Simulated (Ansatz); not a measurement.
Something may be wrong with this Ansatz 0.2.0 calculation of TiSe.

Contents of input.yaml:

```yaml
crystal:
  lattice:
    - [3.559, 0.0, 0.0]
    - [-1.7795, 3.0821844121, 0.0]
    - [0.0, 0.0, 6.22]
  atoms:
    - { symbol: Se, position: [0.6666666667, 0.3333333333, 0.75] }
    - { symbol: Se, position: [0.3333333333, 0.6666666667, 0.25] }
    - { symbol: Ti, position: [0.0, 0.0, 0.5] }
    - { symbol: Ti, position: [0.0, 0.0, 0.0] }
hamiltonian:
  xc: pbesol
  pseudopotentials: { kind: paw }
kpoints:
  mp_grid: { grid: [9, 9, 5] }
scf:
  occupations: { method: fermi_dirac, width: 0.05 }
  max_iter: 100
output:
  forces: true
  stress: true
  eigenvalues: true
relax:
  f_tol: 0.01
  max_steps: 40
  cell: { stress_tol: 0.05 }
basis:
  ecutwfc: "30 meV"
```

Potentials or basis: Ansatz PAW.

Launch:

```sh
$ ansatz run input.yaml --threads 2 --pin off --max-ram 5632MiB --backend cpu --events-out ev --progress --plain --runs-dir out
```

Output:

```text
Error: inconsistent input (basis.ecutwfc, kpoints): the smallest per-k basis holds n_pw = 0 plane waves (k-point 1, counted from 0 among those solved) but the deck needs at least 29 band(s) per channel, and no run solves more bands than the smallest per-k basis has plane waves; raise basis.ecutwfc until the smallest per-k basis, which caps the automatic band count, holds at least 29 plane waves
```

**Question.** Diagnose the run.

**Answer.** The input was rejected before any iteration. The input holds a flaw that was put in on purpose: a cutoff in the wrong unit (basis.ecutwfc = 30 meV).
